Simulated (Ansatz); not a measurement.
Wanted: the native input for an Ansatz 0.2.0 run.

```yaml
Task: relaxation of cell and atoms
Functional: r2SCAN
Potentials_or_basis: Ansatz PAW
Cutoff: "500 eV (not typed: the program's choice for these potentials)"
k_mesh: 10 × 10 × 5
Occupations: fermi-dirac, width 0.05 eV
Spin: no spin polarisation
Hubbard_terms: Cu d U = 2 eV
Hubbard_projectors: ortho-atomic (the default)
Double_counting: fll (the default)
```

The system is CuO (Tenorite).

```
CELL_PARAMETERS angstrom
2.34185 -1.71130 0.00000
2.34185 1.71130 0.00000
-0.85003 0.00000 5.05787
ATOMIC_POSITIONS crystal
Cu 0.50000 0.00000 0.50000
Cu 0.00000 0.50000 0.00000
O 0.41840 0.58160 0.75000
O 0.58160 0.41840 0.25000
```

The input as run:

input.yaml

```yaml
crystal:
  lattice:
    - [2.34185, -1.7113, 0.0]
    - [2.34185, 1.7113, 0.0]
    - [-0.8500274268, 0.0, 5.0578693947]
  atoms:
    - { symbol: Cu, position: [0.5, 0.0, 0.5] }
    - { symbol: Cu, position: [0.0, 0.5, 0.0] }
    - { symbol: O, position: [0.4184, 0.5816, 0.75] }
    - { symbol: O, position: [0.5816, 0.4184, 0.25] }
hamiltonian:
  xc: r2scan
  pseudopotentials: { kind: paw }
  hubbard: { sites: [{ species: Cu, l: d, u_eff: 2.0 }] }
kpoints:
  mp_grid: { grid: [10, 10, 5] }
scf:
  occupations: { method: fermi_dirac, width: 0.05 }
output:
  forces: true
  stress: true
  eigenvalues: true
relax:
  f_tol: 0.01
  max_steps: 40
  cell: { stress_tol: 0.05 }
```

Potentials or basis: Ansatz PAW.

Command:

```console
$ ansatz run input.yaml --threads 2 --pin off --max-ram 5632MiB --backend cpu --events-out ev --progress --plain --runs-dir out
```

It gave:

```yaml
Relaxed_volume: 10.79 Å³/atom
Relaxed_cell: a = 2.899 Å, b = 2.899 Å, c = 5.134 Å, α = 90.03°, β = 90.03°, γ = 89.70°
Space_group_after_relaxing_to_0.05_Å: P4_2/mmc (No. 131)
Energy_gained_by_relaxing: 20.0 meV/atom
Ionic_steps: 16
Pressure_after_relaxing: 0.0 GPa
Band_gap_on_the_k_mesh: none (metal or under the smearing width)
```

Caveat: the plane-wave basis is chosen anew once the cell has moved, so the energies of steps on either side of that aren't comparable; the run has no spin polarisation, though such a crystal can be magnetic; U without spin polarisation on a metal has little footing; the PAW data sets come from PBE, with cores solved anew for the run's functional, which leaves a small shift of forces and pressure.

It took 3.2 min on 2 threads of Arm Neoverse V2 (shared host), peak memory 0.7 GiB.
